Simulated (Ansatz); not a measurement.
A calculation with Ansatz 0.2.0 of K (ASE script, structure from a P1 CIF):

run.py

```python
import json

import ase.io
import numpy as np
from ase.calculators.calculator import CalculationFailed, Calculator
from ase.stress import full_3x3_to_voigt_6_stress
from ase.units import GPa

import ansatz as az

class AnsatzCalculator(Calculator):
    implemented_properties = ["energy", "free_energy", "forces", "stress", "magmom"]

    def calculate(self, atoms, properties, system_changes):
        super().calculate(atoms, properties, system_changes)
        structure = atoms.copy()
        structure.set_constraint()
        structure.set_momenta(None)
        structure.set_masses(None)
        outcome = (
            az.Crystal.from_ase(structure)
            .calculation()
            .basis(xc_grid=2)
            .kpoints(7, 7, 7)
            .functional(exchange="b88", correlation="pbe", dispersion="d3bj")
            .pseudopotentials(kind="paw", accuracy="standard")
            .scf(tolerance=2e-10)
            .occupations(method="fermi_dirac", width=0.025)
            .forces()
            .stress()
            .run(threads=2)
        )
        if not outcome.report["converged"]:
            raise CalculationFailed("SCF not converged")
        report = outcome.report
        self.results = {
            "free_energy": report["lagrangian_ev"],
            "energy": report["lagrangian_ev"],
            "forces": np.array(report["forces_ev_ang"]),
            "stress": -GPa * full_3x3_to_voigt_6_stress(report["stress_gpa"]),
            "magmom": report["magnetization_mub"],
        }

np.set_printoptions(precision=5, suppress=True, linewidth=110)
atoms = ase.io.read("K.cif")
atoms.info.pop("occupancy", None)
atoms.calc = AnsatzCalculator()
print(f"free energy {atoms.get_potential_energy():.6f} eV")
print("forces (eV/A)", atoms.get_forces(), sep="\n")
print("stress (GPa, Voigt, tension positive)", atoms.get_stress() / GPa, sep="\n")
print(f"moment {atoms.get_magnetic_moment():.4f} muB")
```

Contents of K.cif:

```cif
data_K
_cell_length_a 4.67230841
_cell_length_b 4.67230841
_cell_length_c 4.67230841
_cell_angle_alpha 109.47122063
_cell_angle_beta 109.47122063
_cell_angle_gamma 109.47122063
_space_group_name_H-M_alt 'P1'
_space_group_name_Hall 'P 1'
_space_group_IT_number 1
loop_
_space_group_symop_operation_xyz
'x,y,z'
loop_
_atom_site_label
_atom_site_type_symbol
_atom_site_symmetry_multiplicity
_atom_site_Wyckoff_symbol
_atom_site_fract_x
_atom_site_fract_y
_atom_site_fract_z
_atom_site_occupancy
K1 K 1 a 0.0000000000 0.0000000000 0.0000000000 1
```

Potentials or basis: SSSP efficiency PAW.

Command:

```console
$ python run.py
```

Task: Write the same calculation in another form: native input, structure typed inline.

Result: As run:

The input input.yaml:

```yaml
crystal:
  lattice:
    - [4.67230841, 0.0, 0.0]
    - [-1.5574361363, 4.4050946141, 0.0]
    - [-1.5574361363, -2.2025473063, 3.8149238423]
  atoms:
    - { symbol: K, position: [0.0, 0.0, 0.0] }
hamiltonian:
  xc: { exchange: b88, correlation: pbe }
  pseudopotentials: { kind: paw, accuracy: standard }
  dispersion: d3bj
kpoints:
  mp_grid: { grid: [7, 7, 7] }
scf:
  occupations: { method: fermi_dirac, width: 0.025 }
output:
  forces: true
  stress: true
  eigenvalues: true
```

Potentials or basis: SSSP efficiency PAW.

Launch:

```bash
$ ansatz run input.yaml --threads 2 --pin off --max-ram 5120MiB --backend cpu --events-out ev --progress --plain --runs-dir out
```

Both were run:

|  | ASE script, structure from a P1 CIF | native input, structure typed inline |
| --- | --- | --- |
| Pressure | -0.7 GPa | -0.7 GPa |

Keys that steer only the numerical path or the files written may differ.

Caveat: pairwise dispersion overbinds metals, which lowers pressure and volume; the dispersion damping was fitted for another functional or another form of the correction.
